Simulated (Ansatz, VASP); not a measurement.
# Cross-check of Te2Mo between VASP and Ansatz, part 2 of 2

Aim: how closely do two programs agree when they are given the same cell, functional and k mesh?

VASP 6.6.1 and Ansatz 0.2.0.

So far: Starting point; VASP: single point, PBE.

## (3) Ansatz: single point, PBE

Level of this step: Ansatz beside VASP: Kohn-Sham DFT, plane waves, PBE (Ansatz).

Ansatz runs on its default PAW (the set named soft_2) files.

The same cell, functional, mesh and smearing now go to Ansatz, which takes its cutoff from its data sets.

File input.yaml:

```yaml
crystal:
  lattice:
    - [3.5181997507, 0.0, 0.0]
    - [-1.7590998754, 3.0468503598, 0.0]
    - [0.0, 0.0, 39.5655888]
  atoms:
    - { symbol: Te, position: [0.33333333, 0.66666667, 0.18955866] }
    - { symbol: Te, position: [0.33333333, 0.66666667, 0.28067796] }
    - { symbol: Te, position: [0.66666667, 0.33333333, 0.36614645] }
    - { symbol: Te, position: [0.66666667, 0.33333333, 0.45726575] }
    - { symbol: Te, position: [0.33333333, 0.66666667, 0.5465668087] }
    - { symbol: Te, position: [0.33333333, 0.66666667, 0.6383880031] }
    - { symbol: Te, position: [0.66666667, 0.33333333, 0.737188017] }
    - { symbol: Te, position: [0.66666667, 0.33333333, 0.8291656558] }
    - { symbol: Mo, position: [0.66666667, 0.33333333, 0.23511831] }
    - { symbol: Mo, position: [0.33333333, 0.66666667, 0.4117061] }
    - { symbol: Mo, position: [0.66666667, 0.33333333, 0.5924838665] }
    - { symbol: Mo, position: [0.33333333, 0.66666667, 0.7832010491] }
hamiltonian:
  xc: pbe
  pseudopotentials: { kind: paw }
kpoints:
  mp_grid: { grid: [6, 6, 1] }
scf:
  occupations: { method: gaussian, width: 0.05 }
  n_extra_bands: 7
efield:
  axis: 3
  dipole_correction: true
  ramp_width: 0.04
output:
  forces: true
  eigenvalues: true
  write_density: true
  write_potential: true
  elf: true
  volumetric_format: npy
```

Command:

```
> ansatz run input.yaml --threads 4 --pin off --max-ram 9216MiB --backend cpu --events-out ev --progress --plain --runs-dir out
```

Numbers of over 12 decimals in the logs are rounded to 6 here.

What it wrote:

```text
scf.n_extra_bands = 7 over 92 filled bands (N_el = 184.0): the run solves 99 bands
Engine: ansatz 0.2.0, x86_64-unknown-linux-gnu
Pseudopotentials: kind: paw
Pseudopotential: Te, paw, valence charge 16, recommended cutoff 420 eV (normal), Te.paw.azcp
Pseudopotential: Mo, paw, valence charge 14, recommended cutoff 420 eV (normal), Mo.paw.azcp
Functional definition: PBE
  parameter kappa = 0.804
  parameter beta = 0.066725
  exchange = pbe_x(kappa = kappa, mu = beta*pi^2/3)
  correlation = pbe_c(beta = beta)
Crystal: 12 atoms, lattice volume = 424.120 Å³
Basis set: ecut = 420 eV, 8227 PW (Γ), exchange–correlation on 48×48×540 points (8 copies of the dense FFT grid, shifted against one another)
Bands: 99, of which v1, the nominal top of the filled ones, is band 92 counted from 1 (91 counted from 0)
Symmetry: 6 space group operations
Space group: P3m1 (ITA 156), of the structure as read, at distance tolerance 7.5e-5 Å
k-points: 7 of 36 (time reversal used)
Non-local potential: Te, projectors of the file, l = 0: 2, l = 1: 2, l = 2: 2, l = 3: 2
Non-local potential: Mo, projectors of the file, l = 0: 3, l = 1: 2, l = 2: 2, l = 3: 1
PAW form: soft (Blöchl's): semilocal exchange-correlation on the pseudo side does not see the compensation charge
PAW one-centre angular grid: Te, 590 points (default); XC on 64 Gauss nodes
PAW one-centre angular grid: Mo, 590 points (default); XC on 64 Gauss nodes
Initial density: superposition of atomic densities (neutral atoms: chi_scale 0, normalization atom), corrected by the library's trained network
Initial wavefunctions: pseudopotential atomic-orbital guess
Functional: x = pbe(κ = 0.804, μ = 0.219515), c = pbe(β = 0.066725)
SCF iter   1: F=—  HF=-75666.849127 eV  |F-HF|=—  |Δ(HF+E_count)|=         —  Δρ=3.86e-3  dr2=1.15e-1  ethr=1.77e-3  p=0.001 e·Å  D=3.35e-4 V/Å  ΔV_dip=-0.01 eV  dr2_dipole=2.21e-6  V_vac-E_F(+/−)=4.20/4.21 eV  ⟨swp⟩=7.4  Hψ=2747  notcnv=0
efield: sawtooth ramp at fractional position 0.9894 (placed from the atoms, in the widest stretch of the axis that holds none; the zero of the levels goes with the place), width 0.0400; the density the first Hamiltonian is built on has a dipole p = 0.001 e·Å; the dipole correction subtracts the counter field D = 3.35e-4 V/Å, which shifts the + side's vacuum level by -0.01 eV against the − side's; the planar-averaged density in the ramp window peaks in size at 7.4e-5 e/Å³
preconditioner: auto → Resta (q_TF=auto, 2.374 Å⁻¹)  ε∞=7.4  [insulator: Δε(μ)=0.943 eV  Ē_g=6.052 eV  σ=0.050 eV  W_gap=1.00  n_scr=118 (ndim 8)  ℏωp=15.3 eV  f_vac=0.288  D(μ)=0.00/eV (n_scr^D=0)  ε∞_Penn≈7.4  vacuum switching on, ρ_ref=2.7e-3 e/Å³]
SCF iter   2: F=—  HF=-75666.853817 eV  |F-HF|=—  |Δ(HF+E_count)|=   4.69e-3  Δρ=2.18e-3  dr2=9.70e-3  ethr=6.27e-5  p=0.001 e·Å  D=2.22e-4 V/Å  ΔV_dip=-0.01 eV  dr2_dipole=1.02e-5  V_vac-E_F(+/−)=4.34/4.35 eV  ⟨swp⟩=2.0  Hψ=1139  notcnv=0  defer=13
SCF iter   3: F=—  HF=-75666.859544 eV  |F-HF|=—  |Δ(HF+E_count)|=   5.73e-3  Δρ=1.16e-3  dr2=3.52e-3  ethr=5.27e-6  p=-0.000 e·Å  D=-9.02e-6 V/Å  ΔV_dip=0.00 eV  dr2_dipole=3.95e-8  V_vac-E_F(+/−)=4.31/4.31 eV  ⟨swp⟩=2.0  Hψ=874  notcnv=0  defer=13
SCF iter   4: F=—  HF=-75666.862466 eV  |F-HF|=—  |Δ(HF+E_count)|=   2.92e-3  Δρ=5.90e-4  dr2=4.31e-3  ethr=1.91e-6  p=-0.000 e·Å  D=-1.14e-5 V/Å  ΔV_dip=0.00 eV  dr2_dipole=3.91e-6  V_vac-E_F(+/−)=4.29/4.29 eV  ⟨swp⟩=2.1  Hψ=925  notcnv=0  defer=13
SCF iter   5: F=—  HF=-75666.862055 eV  |F-HF|=—  |Δ(HF+E_count)|=   4.11e-4  Δρ=1.03e-4  dr2=8.77e-5  ethr=1.91e-6  p=-0.000 e·Å  D=-1.04e-4 V/Å  ΔV_dip=0.00 eV  dr2_dipole=8.03e-8  V_vac-E_F(+/−)=4.29/4.29 eV  ⟨swp⟩=2.0  Hψ=854  notcnv=0  defer=13
SCF iter   6: F=—  HF=-75666.862199 eV  |F-HF|=—  |Δ(HF+E_count)|=   1.44e-4  Δρ=5.05e-5  dr2=3.69e-5  ethr=4.76e-8  p=-0.000 e·Å  D=-1.34e-4 V/Å  ΔV_dip=0.01 eV  dr2_dipole=1.67e-7  V_vac-E_F(+/−)=4.29/4.28 eV  ⟨swp⟩=3.0  Hψ=1004  notcnv=0  defer=13
SCF iter   7: F=—  HF=-75666.862201 eV  |F-HF|=—  |Δ(HF+E_count)|=   2.44e-6  Δρ=3.77e-5  dr2=1.84e-5  ethr=2.00e-8  p=-0.000 e·Å  D=-9.27e-5 V/Å  ΔV_dip=0.00 eV  dr2_dipole=1.04e-8  V_vac-E_F(+/−)=4.29/4.28 eV  ⟨swp⟩=2.0  Hψ=880  notcnv=0  defer=13
SCF iter   8: F=—  HF=-75666.862200 eV  |F-HF|=—  |Δ(HF+E_count)|=   1.36e-6  Δρ=1.05e-5  dr2=1.96e-6  ethr=1.00e-8  p=-0.000 e·Å  D=-8.51e-5 V/Å  ΔV_dip=0.00 eV  dr2_dipole=4.00e-8  V_vac-E_F(+/−)=4.28/4.28 eV  ⟨swp⟩=2.0  Hψ=861  notcnv=0  defer=13
SCF iter   9: F=—  HF=-75666.862200 eV  |F-HF|=—  |Δ(HF+E_count)|=   3.48e-8  Δρ=5.34e-6  dr2=5.01e-7  ethr=1.06e-9  p=-0.000 e·Å  D=-9.52e-5 V/Å  ΔV_dip=0.00 eV  dr2_dipole=1.34e-8  V_vac-E_F(+/−)=4.28/4.28 eV  ⟨swp⟩=2.0  Hψ=916  notcnv=0  defer=13
SCF iter  10: F=-75666.862200 eV  HF=-75666.862200 eV  |F-HF|=5.22e-8  |Δ(HF+E_count)|=   2.75e-8  Δρ=2.22e-6  dr2=7.72e-8  ethr=5.43e-11  p=-0.000 e·Å  D=-8.20e-5 V/Å  ΔV_dip=0.00 eV  dr2_dipole=3.85e-9  V_vac-E_F(+/−)=4.28/4.28 eV  ⟨swp⟩=14.3  Hψ=5489  notcnv=0
SCF 1 converged in 10 iterations: F = -75666.862200 eV  dr2 = 7.72e-8
  greatest PAW one-centre occupation: 0.998 electrons in one spin orbital (limit 2), on the Mo atom at site 9 (counted from 0), in its partial waves of l = 0
WARN: The output density's exchange-correlation potential varies sharply where the density is thin. Do not read a vacuum level from v_tot or v_xc, or from such a field of the output density. On a cell that repeats whose density bears no net charge and no dipole along the vacuum's axis use v_es (v_loc + v_h of the components); under efield.dipole_correction with no amplitude use v_es + v_field, which holds any externa [...]
SCF converged after 10 iterations
Free energy (F): -75666.862200 eV
Harris-Foulkes:  -75666.862200 eV  (|F-HF|=5.22e-8)
Internal energy: -75666.862200 eV  (E = F + TS)
E sigma→0 (E₀):  -75666.862200 eV
Fermi energy:    7.849000 eV
Dipole field:    D = -0.000139 V/Å  (p = -0.000326 e·Å, saw-weighted, corrected)
Work function:   Φ+ = 4.2814 eV   Φ− = 4.2759 eV
Levels:          The Fermi level and band energies are counted from a zero that moves with the ramp; work functions are not
--- Per-component energies (eV) ---
  E_band       = -3212.399325
  E_kinetic    = 3217.089963
  E_local      = -163763.324240  (includes V_loc(G=0)·N_el)
  E_nonlocal   = -1905.380839
  E_hartree    = 82306.547653
  E_xc         = -1730.913894
  E_vxc        = -1752.954784  (∫ρ·V_xc dr)
  E_paw        = -50107.875367  (= ΣΔE_a)
  E_vpaw       = -3620.839793  (= ΣTr[D̂ρ^β])
  E_aug_tail   = -0.001196  (compensation charges beyond the density's cutoff)
  E_efield     = 0.000000  (sawtooth field / dipole correction)
  E_vefield    = -0.003793  (∫n·V_field dr)
  E_ewald      = 56316.995722
  E_smearing   = -0.000000  (= −TS)
  E_closure    = -0.000000  (closes the sum)
  Σ components = -75666.862200   (vs F -75666.862200, Δ=0.00e0)
--- Forces (eV/Å), atoms counted from 1 ---
  atom   1  Te     0.00000000     0.00000000    -0.25980401
  atom   2  Te    -0.00000000     0.00000000     0.18789585
  atom   3  Te     0.00000000     0.00000000    -0.18311501
  atom   4  Te    -0.00000000    -0.00000000     0.22299665
  atom   5  Te     0.00000000    -0.00000000    -0.03465760
  atom   6  Te    -0.00000000     0.00000000     0.07926461
  atom   7  Te     0.00000000    -0.00000000    -0.02940411
  atom   8  Te     0.00000000    -0.00000000     0.04081535
  atom   9  Mo     0.00000000     0.00000000    -0.05706701
  atom  10  Mo    -0.00000000     0.00000000     0.01633752
  atom  11  Mo     0.00000000     0.00000000     0.01874808
  atom  12  Mo    -0.00000000     0.00000000    -0.00198302
  max |Σ_I F_I| component: 2.73e-5 eV/Å
--- Band table (eV; the first three rows and the last of 7) ---
  k-point 0: bands = [... 88 lower, 6.5348, 6.9483, 7.1965, 7.3685, 10.3579, 10.3579, 10.4042, 10.4042, ... 3 higher]
  k-point 1: bands = [... 88 lower, 6.5980, 6.8803, 6.9778, 7.0543, 9.2121, 9.2783, 9.3518, 9.4304, ... 3 higher]
  k-point 2: bands = [... 88 lower, 6.5692, 6.6383, 6.6780, 6.7043, 8.5923, 8.7027, 8.8400, 8.9714, ... 3 higher]
  k-point 6: bands = [... 88 lower, 7.1689, 7.2489, 7.2969, 7.3400, 8.4041, 8.4069, 8.4468, 8.4603, ... 3 higher]
```

Run time: 6 s. Hardware: 4 threads of Intel Xeon 6975P-C (Granite Rapids), shared host; peak memory 1.3 GiB.

## (4) Differences

Known differences besides the potentials themselves: the data sets hold 184 valence electrons in Ansatz (default PAW (the set named soft_2) files) and 72 in VASP; the cutoff is 420 eV in Ansatz and 300 eV in VASP (PREC = Normal). Total energies have different zeros and are not compared.

Both answers:

| quantity | Ansatz | VASP | difference |
| --- | --- | --- | --- |
| gap on the k mesh (eV) | 0.966 | 0.968 | -0.003 |

Forces on 8 of the 12 atoms, those with the largest forces and the largest differences (eV/Å; atoms numbered as in POSCAR):

| atom | Ansatz x, y, z | VASP x, y, z |
| --- | --- | --- |
| Te1 | 0.000, 0.000, -0.260 | 0.000, 0.000, -0.201 |
| Te2 | 0.000, 0.000, 0.188 | 0.000, 0.000, 0.132 |
| Te3 | 0.000, 0.000, -0.183 | 0.000, 0.000, -0.126 |
| Te4 | 0.000, 0.000, 0.223 | 0.000, 0.000, 0.166 |
| Te6 | 0.000, 0.000, 0.079 | 0.000, 0.000, 0.020 |
| Te7 | 0.000, 0.000, -0.029 | 0.000, 0.000, 0.030 |
| Te8 | 0.000, 0.000, 0.041 | 0.000, 0.000, -0.020 |
| Mo9 | 0.000, 0.000, -0.057 | 0.000, 0.000, -0.058 |

The forces differ by 28 meV/Å r.m.s., which is 50.2 % of the r.m.s. force of 0.05 eV/Å (both taken over all components). A gap on the mesh is an upper bound, since the band edges may lie between its points.

## (5) What the set-up changes

Further runs change the set-up of one program: Ansatz's method, potentials or start, or VASP's data sets, cutoff or form of LDA. The table gives Ansatz less VASP for each quantity, since a change that brings one quantity closer may part another.

| run | r.m.s. force difference (meV/Å) | gap on the k mesh (eV) |
| --- | --- | --- |
| as above | 28 | -0.0028 |
| Ansatz's larger PAW set (cutoff 640 eV) | 28 | -0.0024 |
| norm-conserving potentials (cutoff 1120 eV) | 29 | -0.0013 |

## (6) Results

```
r.m.s. force difference (single point, PBE) : 28 meV/Å
```

What this shows: The r.m.s. force difference is 28 meV/Å (single point, PBE), beyond the 12 meV/Å picked in this series as the mark of a large difference. Single point, PBE, norm-conserving potentials (cutoff 1120 eV): the difference in gap on the k mesh goes from -0.0028 to -0.0013 eV. Such differences can come from data sets, numerical settings and the points named under the comparisons, not from the functional's error against experiment.

[Lines on the potential files, build, host, timing and source positions are cut from VASP's logs without a mark.]

[Logs are printed without paths, hosts, clocks, repeated set-up lines and the standing remarks that a program may print on its own settings, such as how far it seeks lower states.]

[Hosts, paths, dates, database ids (printed as entryN), source tags and the programs' standing remarks are cut or masked in the printed files.]
